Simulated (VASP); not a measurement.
Output of a VASP run:

**OSZICAR**
```
       N       E                     dE             d eps       ncg     rms          rms(c)
DAV:   1     0.451532211480E+02    0.45153E+02   -0.30447E+03   488   0.419E+02
DAV:   2    -0.273071766872E+01   -0.47884E+02   -0.46247E+02   648   0.114E+02
DAV:   3    -0.553421616632E+01   -0.28035E+01   -0.27991E+01   600   0.301E+01
DAV:   4    -0.555632732060E+01   -0.22111E-01   -0.22109E-01   552   0.320E+00
DAV:   5    -0.555655226358E+01   -0.22494E-03   -0.22494E-03   600   0.304E-01    0.423E+00
DAV:   6    -0.543475803795E+01    0.12179E+00   -0.16886E-01   540   0.200E+00    0.306E+00
DAV:   7    -0.541291305061E+01    0.21845E-01   -0.18908E-01   568   0.217E+00    0.776E-01
DAV:   8    -0.541414347447E+01   -0.12304E-02   -0.13063E-02   528   0.632E-01    0.127E-01
DAV:   9    -0.541467067371E+01   -0.52720E-03   -0.75817E-04   604   0.199E-01    0.128E-01
DAV:  10    -0.541479599387E+01   -0.12532E-03   -0.23318E-04   540   0.897E-02    0.213E-02
DAV:  11    -0.541478633416E+01    0.96597E-05   -0.69185E-05   588   0.381E-02    0.208E-02
DAV:  12    -0.541478553131E+01    0.80284E-06   -0.56144E-06   588   0.141E-02
   1 F= -.54147855E+01 E0= -.54147855E+01  d E =-.541479E+01
       N       E                     dE             d eps       ncg     rms          rms(c)
DAV:   1    -0.595540383252E+01   -0.54062E+00   -0.94248E+00   484   0.179E+01    0.332E+00
DAV:   2    -0.556278435679E+01    0.39262E+00   -0.49253E-01   480   0.409E+00    0.136E+00
DAV:   3    -0.545632673308E+01    0.10646E+00   -0.30974E-01   504   0.304E+00    0.114E+00
DAV:   4    -0.545619749798E+01    0.12924E-03   -0.76265E-03   496   0.568E-01    0.148E-01
DAV:   5    -0.545595627513E+01    0.24122E-03   -0.20313E-03   564   0.256E-01    0.844E-02
DAV:   6    -0.545598148259E+01   -0.25207E-04   -0.94010E-05   552   0.608E-02    0.520E-02
DAV:   7    -0.545598511143E+01   -0.36288E-05   -0.13424E-05   536   0.209E-02    0.115E-02
DAV:   8    -0.545598317647E+01    0.19350E-05   -0.80059E-07   400   0.646E-03    0.137E-03
DAV:   9    -0.545598304528E+01    0.13120E-06   -0.12852E-07   304   0.295E-03
   2 F= -.54559830E+01 E0= -.54559830E+01  d E =-.411975E-01
```

File OUTCAR:
```
------------------------ aborting loop because EDIFF is reached ----------------------------------------
  FORCE on cell =-STRESS in cart. coord.  units (eV):
  Direction    XX          YY          ZZ          XY          YZ          ZX
  --------------------------------------------------------------------------------------
  Total       -0.0019676     -0.0019676     -0.0019676      0.0000000      0.0000000      0.0000000
  in kB       -0.0356170     -0.0356170     -0.0356170      0.0000000      0.0000000      0.0000000
  external PRESSURE =      -0.0356170 kB  Pullay stress =       0.0000000 kB
  volume of cell :       88.51
      direct lattice vectors                 reciprocal lattice vectors
     4.456552064  0.000000000 -0.000000000     0.224388717  0.000000000 -0.000000000
    -0.000000000  4.456552064  0.000000000    -0.000000000  0.224388717  0.000000000
     0.000000000  0.000000000  4.456552064     0.000000000  0.000000000  0.224388717
 POSITION                                       TOTAL-FORCE (eV/Angst)
 -----------------------------------------------------------------------------------
      0.00000      0.00000      0.00000        -0.000000      0.000000      0.000000
      2.22828      2.22828      2.22828         0.000000      0.000000      0.000000
 -----------------------------------------------------------------------------------
    total drift:                               -0.000000     -0.000000     -0.000000
  FREE ENERGIE OF THE ION-ELECTRON SYSTEM (eV)
  ---------------------------------------------------
  free  energy   TOTEN  =        -5.4559830453 eV

  energy  without entropy=       -5.4559830453  energy(sigma->0) =       -5.45598305

 reached required accuracy - stopping structural energy minimisation
```
(Selected blocks of OUTCAR.)

POSCAR:
```
CsI
1
    4.5728390000     0.0000000000     0.0000000000
    0.0000000000     4.5728390000     0.0000000000
    0.0000000000     0.0000000000     4.5728390000
Cs I
1 1
Direct
  0.0000000000   0.0000000000   0.0000000000
  0.5000000000   0.5000000000   0.5000000000
```

Q: Reconstruct the remaining input files.

A: Several could match; the one computed here: the input of the run itself, PBE GGA, plane waves, VASP's PBE PAW potentials (set 64).

### KPOINTS
```
Automatic mesh
0
Gamma
8 8 8
0.5 0.5 0.5
```

### INCAR
```
SYSTEM = CsI
PREC = Accurate
ENCUT = 150
EDIFF = 1E-6
NELM = 100
ALGO = Normal
LREAL = .FALSE.
LASPH = .TRUE.
ISMEAR = 0
SIGMA = 0.05
GGA = PE
LMAXMIX = 4
LWAVE = .FALSE.
LCHARG = .FALSE.
ISIF = 3
IBRION = 2
NSW = 50
EDIFFG = -0.01
```

POTCAR, in this order: Cs_sv I (PBE.64 set). Program: vasp_std.

At this cut-off the stress carries a Pulay error, which pulls relaxed volumes low.  Energy and stress use the plane-wave basis of the starting cell.

The structure comes from a computed database's CsI entry; how it stands against other phases isn't given here. This run relaxes it. Symmetry was kept, so distortions that lower it aren't found. The run is one of a series of settings (EDIFFG = -0.01, ENCUT = 150, IBRION = 2, ISIF = 3, NSW = 50, KPOINTS 8×8×8 Γ-centred mesh shifted by (0.5, 0.5, 0.5) against the base run), some of them coarse on purpose.
